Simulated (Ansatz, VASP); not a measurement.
**Two plane-wave programs on CdTe**

Contents of POSCAR:

```
CdTe
1.0
    0.0000000000      3.4423128955      3.0451290914
    3.4423128955      0.0000000000      3.0451290914
    3.4423128955      3.4423128955      0.0000000000
Cd Te
1 1
Direct
    0.0000000000      0.0000000000      0.0000000000
    0.2500000000      0.2500000000      0.2500000000
```

The input INCAR.step1:

```
SYSTEM = CdTe
  PREC = Accurate
  ENCUT = 520
  EDIFF = 1E-5
  ISMEAR = 0
  SIGMA = 0.01
  LREAL = .False.
  LASPH = .True.
  NELM = 60
  ALGO = Normal
  ISIF = 2
  LWAVE = .True.
  LCHARG = .False.
  NBANDS = 16
  GGA = PE
```

INCAR.step2

```
SYSTEM = CdTe
  PREC = Accurate
  ENCUT = 520
  EDIFF = 1E-6
  ISMEAR = 0
  SIGMA = 0.01
  LREAL = .False.
  LASPH = .True.
  NELM = 60
  ALGO = Normal
  ISIF = 2
  LWAVE = .False.
  LCHARG = .False.
  GGA = PE
  LHFCALC = .True.
  HFSCREEN = 0.2079
  PRECFOCK = Normal
  NBANDS = 16
  ISTART = 1
```

Contents of KPOINTS:

```
Automatic mesh
0
Gamma
  4 4 4
  0 0 0
```

Input for Ansatz:

```yaml
crystal:
  lattice:
    - [0.0, 3.4423128955, 3.0451290914]
    - [3.4423128955, 0.0, 3.0451290914]
    - [3.4423128955, 3.4423128955, 0.0]
  atoms:
    - { symbol: Cd, position: [0.0, 0.0, 0.0] }
    - { symbol: Te, position: [0.25, 0.25, 0.25] }
kpoints:
  mp_grid: { grid: [4, 4, 4] }
  band_path:
    path:
      - [0.0, 0.0, 0.0]
      - [-0.5, -0.5, 0.0]
      - [-0.375, -0.375, 0.25]
      - [-0.375, 0.0, 0.375]
      - [0.0, 0.0, 0.5]
      - [-0.5, -0.25, 0.25]
    npoints: 1
hamiltonian:
  xc: hse06
scf:
  occupations: { method: fixed }
  n_extra_bands: 4
output:
  forces: true
  stress: true
  eigenvalues: true
```

Change from the starting cell: epitaxial_xy strain +5.0%.

Alike in both runs: task single point; functional HSE06; k mesh 4 × 4 × 4; no spin polarisation.

|  | VASP | Ansatz |
| --- | --- | --- |
| version | VASP 6.6.1 | Ansatz 0.2.0 |
| potentials or method | VASP PAW PBE potentials, release 64 (Cd, Te) | plane waves, PAW |
| plane-wave cutoff (eV) | 520 | 420 |
| occupations | gaussian, width 0.01 eV | fixed |
| valence electrons in the cell | 18 | 36 |

VASP gave:

* gap on the k mesh at the Fermi level (eV): 1.12
* pressure (GPa): -0.9
* largest component of the traceless stress (GPa): 1.25

Question: What did Ansatz give for the same quantities?

Answer: gap on the k mesh at the Fermi level (eV): 1.19; pressure (GPa): -0.8; largest component of the traceless stress (GPa): 1.25.

The two sets of potentials don't hold the same shells in valence. Ansatz warned: «stress_exchange_threshold_loose».

Caveats: the PAW data sets were made with another functional, which shifts forces and pressure a little (VASP); spin-orbit coupling is left out, which moves the levels of the heavy elements.
